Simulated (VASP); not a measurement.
The system is GaAs.

```
As Ga
1.0
     0.00000    2.82685    2.82685
     2.82685    0.00000    2.82685
     2.82685    2.82685    0.00000
As Ga
1 1
Direct
  0.75000 0.75000 0.75000
  0.00000 0.00000 0.00000
```

| Property | Result |
| --- | --- |
| Program | VASP 6.6.1 |
| Task | single point |
| Functional | PBE |
| Potentials or basis | VASP PAW PBE potentials, release 64 (As, Ga_d) |
| Cutoff | 520 eV |
| k mesh | 8 × 8 × 8 |
| Occupations | fermi-dirac, width 0.05 eV |
| Spin | no spin polarisation |

On this cell: pressure 3.5 GPa; largest force zero by symmetry; band gap on the k mesh 0.52 eV, direct.

The same run follows on a disturbed copy (atoms moved at random, drawn with an rms of 0.05 Å):

```xyz
2
Lattice="0.0000 2.8268 2.8268 2.8268 0.0000 2.8268 2.8268 2.8268 0.0000" Properties=species:S:1:pos:R:3 pbc="T T T"
As    4.2380    4.2893    4.2337
Ga   -0.0317   -0.0308    0.0536
```

**Question.** What changes?

**Answer.** The energy moves by +24.1 meV/atom; pressure 3.8 GPa; largest force 0.894 eV/Å; band gap on the k mesh 0.20 eV, direct.

Forces in eV/Å, atoms in the order of the input:
```
As  -0.154 -0.715  0.515
Ga   0.154  0.715 -0.515
```

Stress tensor (GPa, compression positive):
```
 3.88 -1.54  2.13
-1.54  3.66  0.48
 2.13  0.48  3.77
```

A k mesh can miss the band edges.
